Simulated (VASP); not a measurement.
# Mg (Im-3m) in VASP: settings compared

Aim: see how the results for Mg move with the level of theory and the settings. Levels: PBE, HSE06. Tasks: single point.

Program: VASP 6.6.1. These are calculated values, not measurements. Logs are shortened: lines on timing, memory, paths and dates and some standing lists are left out, and cuts for length are marked.

### 1 The crystal as given

Symmetry: Im-3m, No. 229, cubic system. Conventional cell: a = 3.596 Å, b = 3.596 Å, c = 3.596 Å, α = 90.00°, β = 90.00°, γ = 90.00°. Around Mg (site symmetry m-3m) lie 8 Mg at 3.11 Å.

The cell was built by a generator and needn't be a form met in nature.

### 2 Single point, PBE

Contents of INCAR:

```
SYSTEM = Mg
  PREC = Accurate
  ENCUT = 520
  EDIFF = 1E-7
  ISMEAR = 0
  SIGMA = 0.05
  LREAL = .False.
  LASPH = .True.
  NELM = 100
  ALGO = Fast
  ISIF = 2
  LWAVE = .False.
  LCHARG = .True.
  GGA = PE
  LELF = .True.
  LVHAR = .True.
  NBANDS = 7
```

Contents of KPOINTS:

```
Automatic mesh
0
Gamma
  8 8 8
  0 0 0
```

Contents of POSCAR:

```
Mg
1.0
   -1.7982377300      1.7982377300      1.7982377300
    1.7982377300     -1.7982377300      1.7982377300
    1.7982377300      1.7982377300     -1.7982377300
Mg
1
Direct
    0.0000000000      0.0000000000      0.0000000000
```

Potentials or basis: VASP PAW PBE potentials, release 64 (Mg).

On the command line:

```
$ cat potpaw_PBE.64/Mg/POTCAR > POTCAR
$ mpirun -np 1 vasp_std > vasp.out
```

OUTCAR:

```text
SYSTEM = Mg
   PREC = Accurate
   ENCUT = 520
   EDIFF = 1E-7
   ISMEAR = 0
   LREAL = .False.
   LASPH = .True.
   NELM = 100
   ISIF = 2
   GGA = PE

 ion  position               nearest neighbor table
   1  0.000  0.000  0.000-

  LATTYP: Found a body centered cubic cell.
 ALAT       =     3.5964754600

  Lattice vectors:

 A1 = (  -1.7982377300,   1.7982377300,   1.7982377300)
 A2 = (   1.7982377300,  -1.7982377300,   1.7982377300)
 A3 = (   1.7982377300,   1.7982377300,  -1.7982377300)

Analysis of symmetry for initial positions (statically):
=====================================================================
 Subroutine PRICEL returns:
 Original cell was already a primitive cell.

 Routine SETGRP: Setting up the symmetry group for a
 body centered cubic supercell.

 Subroutine GETGRP returns: Found 48 space group operations
 (whereof 48 operations were pure point group operations)
 out of a pool of 48 trial point group operations.

The static configuration has the point symmetry O_h .

Analysis of symmetry for dynamics (positions and initial velocities):
=====================================================================
 Subroutine PRICEL returns:
 Original cell was already a primitive cell.

 Routine SETGRP: Setting up the symmetry group for a
 body centered cubic supercell.

 Subroutine GETGRP returns: Found 48 space group operations
 (whereof 48 operations were pure point group operations)
 out of a pool of 48 trial point group operations.

The dynamic configuration has the point symmetry O_h .

 Subroutine INISYM returns: Found 48 space group operations
 (whereof 48 operations are pure point group operations),
 and found     1 'primitive' translations

----------------------------------------------------------------------------------------

                                     Primitive cell

  volume of cell :      23.2596

  direct lattice vectors                    reciprocal lattice vectors
    -1.798237730  1.798237730  1.798237730     0.000000000  0.278050000  0.278050000
     1.798237730 -1.798237730  1.798237730     0.278050000  0.000000000  0.278050000
     1.798237730  1.798237730 -1.798237730     0.278050000  0.278050000  0.000000000

  length of vectors
     3.114639112  3.114639112  3.114639112     0.393222080  0.393222080  0.393222080

  position of ions in fractional coordinates (direct lattice)
     0.000000000  0.000000000  0.000000000

  ion indices of the primitive-cell ions
   primitive index   ion index
                 1           1

----------------------------------------------------------------------------------------

 KPOINTS: Automatic mesh

Automatic generation of k-mesh.
 Grid dimensions read from file:
 generate k-points for:    8    8    8

 Generating k-lattice:

  Cartesian coordinates                     Fractional coordinates (reciprocal lattice)
     0.000000000  0.034756250  0.034756250     0.125000000  0.000000000  0.000000000
     0.034756250  0.000000000  0.034756250     0.000000000  0.125000000  0.000000000
     0.034756250  0.034756250  0.000000000     0.000000000  0.000000000  0.125000000

  Length of vectors
     0.049152760  0.049152760  0.049152760

  Shift w.r.t. Gamma in fractional coordinates (k-lattice)
     0.000000000  0.000000000  0.000000000

 Subroutine IBZKPT returns following result:
 ===========================================

 Found     29 irreducible k-points:

 Following reciprocal coordinates:
            Coordinates               Weight
  0.000000  0.000000  0.000000      1.000000
  0.125000  0.000000  0.000000     12.000000
  0.250000  0.000000  0.000000     12.000000
  0.375000  0.000000  0.000000     12.000000
  0.500000  0.000000  0.000000      6.000000
  0.125000  0.125000  0.000000     24.000000
[... 16 lines left out ...]
 -0.250000  0.250000  0.250000      6.000000
 -0.375000  0.375000  0.250000     24.000000
 [... further k-points ...]
   k-points           NKPTS =     29   k-points in BZ     NKDIM =     29   number of bands    NBANDS=      7
   number of dos      NEDOS =    301   number of ions     NIONS =      1
   total plane-waves  NPLWV =  13824
   dimension x,y,z NGX =    24 NGY =   24 NGZ =   24
   dimension x,y,z NGXF=    48 NGYF=   48 NGZF=   48
   ions per type =               1
   NGX,Y,Z   is equivalent  to a cutoff of  12.81, 12.81, 12.81 a.u.
   NGXF,Y,Z  is equivalent  to a cutoff of  25.62, 25.62, 25.62 a.u.
 SYSTEM =  Mg
   PREC   = accura    normal or accurate (medium, high low for compatibility)
   ISTART =      0    job   : 0-new  1-cont  2-samecut
   ICHARG =      2    charge: 1-file 2-atom 10-const
   ISPIN  =      1    spin polarized calculation?
   LNONCOLLINEAR =      F non collinear calculations
   LSORBIT =      F    spin-orbit coupling
   LASPH  =      T    aspherical Exc in radial PAW
   ENCUT  =  520.0 eV  38.22 Ry    6.18 a.u.   5.79  5.79  5.79*2*pi/ulx,y,z
   NELM   =    100;   NELMIN=  2; NELMDL= -5     # of ELM steps
   EDIFF  = 0.1E-06   stopping-criterion for ELM
   LREAL  =      F    real-space projection
   EDIFFG = 0.1E-05   stopping-criterion for IOM
   NSW    =      0    number of steps for IOM
   IBRION =     -1    ionic relax: 0-MD 1-quasi-New 2-CG
   NFREE  =      0    steps in history (QN), initial steepest desc. (CG)
   ISIF   =      2    stress and relaxation
   ISYM   =      2    0-nonsym 1-usesym 2-fastsym
   POTIM  = 0.5000    time-step for ionic-motion
   TEBEG  =    0.0;   TEEND  =   0.0 temperature during run
   PSTRESS=    0.0 pullay stress
   NELECT =       2.0000    total number of electrons
   NUPDOWN=      -1.0000    fix difference up-down
   EMIN   =  10.00;   EMAX   =-10.00  energy-range for DOS
   EFERMI =   0.00;   METHOD = LEGACY
   ISMEAR =     0;   SIGMA  =   0.05  broadening in eV -4-tet -1-fermi 0-gaus
   EFERMI_NEDOS =   21; number of points for ismear=-14 and -15
   IALGO  =     68    algorithm
   IMIX   =      4    mixing-type and parameters
     AMIX     =   0.40;   BMIX     =  1.00
     AMIX_MAG =   1.60;   BMIX_MAG =  1.00
  volume/ion in A,a.u.               =      23.26       156.96
  Fermi-wavevector in a.u.,A,eV,Ry     =   0.722577  1.365473  7.103849  0.522118
  Thomas-Fermi vector in A             =   1.812575
   LORBIT       =      0    0 simple, 1 ext, 2 COOP (PROOUT), +10 PAW based schemes
   GGA     = PE    functional components
   LHFCALC =     F    Hartree Fock is set to
   AEXX    =    0.0000 exact exchange contribution
   IVDW    =     0    specifies the selected vdW correction
   LEPSILON=     F    determine dielectric tensor
   LRPA    =     F    only Hartree local field effects (RPA)
 non-spin polarized calculation
 RMM-DIIS sequential band-by-band and
 Gauss-broadening in eV      SIGMA  =   0.05
  energy-cutoff  :      520.00
  volume of cell :       23.26
 maximum number of plane-waves:       638
   NGX = 11   NGY = 11   NGZ = 11

 number of electron       2.0000000 magnetization

 Free energy of the ion-electron system (eV)
  ---------------------------------------------------
  ext. energy  EPLUGINS =         0.00000000
  ---------------------------------------------------
  free energy    TOTEN  =        -1.46896729 eV

  energy without entropy =       -1.46819849  energy(sigma->0) =       -1.46858289

 E-fermi :   2.4469     XC(G=0):  -8.4548

 val. band max:        2.3640651042   @ k =  -0.3750   0.5000   0.2500
 cond. band min:       2.4520239136   @ k =   0.5000   0.5000   0.2500
 fundamental gap:      0.0879588094
 Fermi energy:         2.4468787892

 k-point     1 :       0.0000    0.0000    0.0000
  band No.  band energies     occupation
      1      -4.3067      2.00000
      2      15.5098      0.00000
      3      15.5098      0.00000
      4      15.5098      0.00000
      5      17.5120      0.00000
      6      17.5120      0.00000
      7      17.5157      0.00000

 k-point     2 :       0.1250    0.0000    0.0000
  band No.  band energies     occupation
      1      -3.9426      2.00000
      2      12.3311      0.00000
      3      14.1632      0.00000
      4      14.2577      0.00000
      5      15.5367      0.00000
      6      16.2280      0.00000
      7      17.9989      0.00000

 k-point     3 :       0.2500    0.0000    0.0000
  band No.  band energies     occupation
      1      -2.8582      2.00000
      2       8.1625      0.00000
      3      12.5395      0.00000
      4      12.9103      0.00000
      5      13.9592      0.00000
      6      15.1292      0.00000
      7      19.0832      0.00000

 k-point     4 :       0.3750    0.0000    0.0000
  band No.  band energies     occupation
      1      -1.0783      2.00000
      2       4.4918      0.00000
      3      11.5094      0.00000
      4      12.0835      0.00000
      5      13.0079      0.00000
      6      14.2746      0.00000
      7      20.4072      0.00000

 k-point     5 :       0.5000    0.0000    0.0000
  band No.  band energies     occupation
      1       1.1153      2.00000
      2       1.6660      2.00000
      3      11.1614      0.00000
      4      11.8076      0.00000
      5      12.6910      0.00000
      6      13.9616      0.00000
      7      21.5495      0.00000

 k-point     6 :       0.1250    0.1250    0.0000
  band No.  band energies     occupation
      1      -3.2183      2.00000
      2      10.1509      0.00000
      3      10.7391      0.00000
      4      13.1182      0.00000
      5      15.6063      0.00000
      6      16.3080      0.00000
      7      18.7061      0.00000

 k-point     7 :       0.2500    0.1250    0.0000
  band No.  band energies     occupation
      1      -1.7860      2.00000
      2       6.4791      0.00000
      3       9.1982      0.00000
      4      11.9390      0.00000
      5      14.7307      0.00000
      6      16.8059      0.00000
      7      18.2344      0.00000
[... 121 lines left out ...]
 k-point    20 :      -0.3750    0.5000    0.1250
  band No.  band energies     occupation
      1       1.0046      2.00000
      2       3.7973      0.00000
      3       6.5971      0.00000
      4      12.0624      0.00000
      5      14.3140      0.00000
      6      14.9969      0.00000
      7      17.3896      0.00000

 k-point    21 :      -0.3750   -0.3750    0.1250
  band No.  band energies     occupation
      1       3.1193      0.00000
      2       3.1193      0.00000
      3       4.2165      0.00000
      4      13.9363      0.00000
      5      13.9363      0.00000
      6      14.0483      0.00000
      7      15.8578      0.00000

 k-point    22 :       0.2500    0.2500    0.2500
  band No.  band energies     occupation
      1       3.7821      0.00000
      2       3.7821      0.00000
      3       3.7821      0.00000
      4       5.5355      0.00000
      5      22.7657      0.00000
      6      22.7657      0.00000
      7      23.9538      0.00000

 k-point    23 :      -0.2500    0.2500    0.2500
  band No.  band energies     occupation
      1      -1.4305      2.00000
      2       8.9172      0.00000
      3       8.9172      0.00000
      4       9.4674      0.00000
      5      11.5369      0.00000
      6      18.3443      0.00000
      7      19.4450      0.00000

 k-point    24 :      -0.3750    0.3750    0.2500
  band No.  band energies     occupation
      1       0.3227      2.00000
      2       5.7812      0.00000
      3       7.9692      0.00000
      4       9.2629      0.00000
      5      11.7521      0.00000
      6      16.6313      0.00000
      7      18.2013      0.00000

 [... further k-points ...]

------------------------ aborting loop because EDIFF is reached ----------------------------------------

  FORCE on cell =-STRESS in cart. coord.  units (eV):
  Direction    XX          YY          ZZ          XY          YZ          ZX
  --------------------------------------------------------------------------------------
  -------------------------------------------------------------------------------------
  Total       -0.1084176     -0.1084176     -0.1084176      0.0000000     -0.0000000      0.0000000
  in kB       -7.4680818     -7.4680818     -7.4680818      0.0000000     -0.0000000      0.0000000
  external PRESSURE =      -7.4680818 kB  Pullay stress =       0.0000000 kB

 VOLUME and BASIS-vectors are now :
 -----------------------------------------------------------------------------
  energy-cutoff  :      520.00
  volume of cell :       23.26
      direct lattice vectors                 reciprocal lattice vectors
    -1.798237730  1.798237730  1.798237730     0.000000000  0.278050000  0.278050000
     1.798237730 -1.798237730  1.798237730     0.278050000  0.000000000  0.278050000
     1.798237730  1.798237730 -1.798237730     0.278050000  0.278050000  0.000000000

 POSITION                                       TOTAL-FORCE (eV/Angst)
 -----------------------------------------------------------------------------------
      0.00000      0.00000      0.00000         0.000000     -0.000000     -0.000000
 -----------------------------------------------------------------------------------
    total drift:                                0.000000      0.000000     -0.000000

  FREE ENERGIE OF THE ION-ELECTRON SYSTEM (eV)
  ---------------------------------------------------
  free  energy   TOTEN  =        -1.4689672863 eV

  energy  without entropy=       -1.4681984907  energy(sigma->0) =       -1.46858289
```

Wall time 2.6 s (1 thread of Intel Xeon Platinum 8375C at 2.90GHz (Ice Lake), shared host); peak memory 0.13 GiB.

What came out:

* Free energy: -1.4690 eV
* Pressure: -0.7 GPa
* Band gap on the k mesh: none (metal or under the smearing width)

### 3 Single point, HSE06

This run uses another cell than the first one, of 22.66 Å³/atom, 0.974 times its volume.

Contents of POSCAR:

```
Mg
1.0
   -1.7825382952      1.7825382952      1.7825382952
    1.7825382952     -1.7825382952      1.7825382952
    1.7825382952      1.7825382952     -1.7825382952
Mg
1
Direct
    0.0000000000      0.0000000000      0.0000000000
```

Contents of INCAR.step1:

```
SYSTEM = Mg
ALGO = Normal
EDIFF = 1E-5
ENCUT = 520
GGA = PE
ISIF = 2
ISMEAR = 0
LASPH = .True.
LCHARG = .False.
LREAL = .False.
LWAVE = .True.
NBANDS = 7
NELM = 100
PREC = Accurate
SIGMA = 0.05
```

Contents of INCAR.step2:

```
SYSTEM = Mg
ALGO = Normal
EDIFF = 1E-7
ENCUT = 520
GGA = PE
HFSCREEN = 0.2079
ISIF = 2
ISMEAR = 0
ISTART = 1
LASPH = .True.
LCHARG = .False.
LHFCALC = .True.
LREAL = .False.
LWAVE = .False.
NBANDS = 7
NELM = 100
PREC = Accurate
PRECFOCK = Normal
SIGMA = 0.05
```

Contents of KPOINTS:

```
k-points
0
Gamma
  8 8 8
  0 0 0
```

Potentials or basis: VASP PAW PBE potentials, release 64 (Mg).

On the command line:

```
$ cat potpaw_PBE.64/Mg/POTCAR > POTCAR
$ cp INCAR.step1 INCAR
$ mpirun -np 1 vasp_std > vasp.out
$ cp INCAR.step2 INCAR
$ mpirun -np 1 vasp_std > vasp.out
```

It took 4.4 min on 1 thread of Intel Xeon Platinum 8375C at 2.90GHz (Ice Lake), shared host; peak memory 0.25 GiB.

The run converged. Its results:

| Item | Value |
| --- | --- |
| Free energy | -1.4891 eV |
| Pressure | -0.2 GPa |
| Band gap on the k mesh | none (metal or under the smearing width) |

Levels at points of the mesh, in eV from the Fermi level:
| k point | band 1 | band 2 | band 3 | band 4 | band 5 |
| --- | --- | --- | --- | --- | --- |
| (0.00, 0.00, 0.00) | -7.94 | 14.14 | 14.14 | 14.14 | 16.15 |
| (0.50, 0.00, 0.00) | -1.61 | -0.78 | 9.56 | 10.38 | 11.20 |
| (0.50, 0.50, 0.50) | 5.28 | 5.28 | 5.28 | 5.38 | 5.38 |

Caveat: the PAW data sets were made with another functional, which shifts forces and pressure a little.
